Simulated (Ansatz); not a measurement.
Results of G0W0@PBE (hard PAW, contour deformation; Ansatz, a quantum-chemistry and plane-wave program) for rock-salt LiI.

The same calculation (at the measured cell, 27.135 Å³/atom) with different numerical settings; throughout: response cutoff 100 eV, empty bands 226:

```csv
run,k mesh,quasiparticle gap on the mesh (eV),quasiparticle gap at Γ (eV),rough time
1,4×4×4,5.949,5.949,40 core-s
2,6×6×6,5.959,5.959,7 core-min
3,8×8×8,5.957,5.957,30 core-min
4,10×10×10,5.947,5.956,2 core-h
```

In the column quasiparticle gap at Γ (eV) the first row differs from the last by -0.007 and the next to last by +0.001.

The last row is no converged limit: other settings stay fixed.

Spin–orbit coupling is not included.
